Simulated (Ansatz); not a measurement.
Ag, 1 atom in the cell. The typed cell holds 1 atom: a = 2.921 Å, b = 2.865 Å, c = 2.856 Å, α = 59.57°, β = 61.01°, γ = 60.61°.  The cell isn't the ideal one: cell strained at random at fixed volume.

- Program: Ansatz 0.2.0
- Task: optical spectrum
- Functional: BLYP
- Potentials or basis: all-electron LAPW, scalar-relativistic
- Cutoff: 249 eV (chosen from the basis error)
- Basis error allowed: 0.001 eV/atom
- k mesh: 11 × 11 × 11
- Occupations: gaussian, width 0.01 eV
- Spin: no spin polarisation
- Empty bands summed for spectra up to: 14 eV
- Optics k mesh: 13 × 13 × 13
- Broadening: 0.2 eV

Potentials or basis: all-electron LAPW, scalar-relativistic.

The run is started by

```bash
$ ansatz run input.yaml --threads 1 --pin off --max-ram 3072MiB --backend cpu --events-out ev --progress --plain --runs-dir out
```

Hardware: 1 thread of Intel(R) Xeon(R) Processor @ 2.70GHz, on a shared host.

Q: Estimate the wall time of this run.

A: Run time: 2.2 min on 1 thread of Intel(R) Xeon(R) Processor @ 2.70GHz, with other jobs on the host, peak memory 0.74 GiB. Counts: scf iterations 8, plane waves 167, k points 666, bands 14.
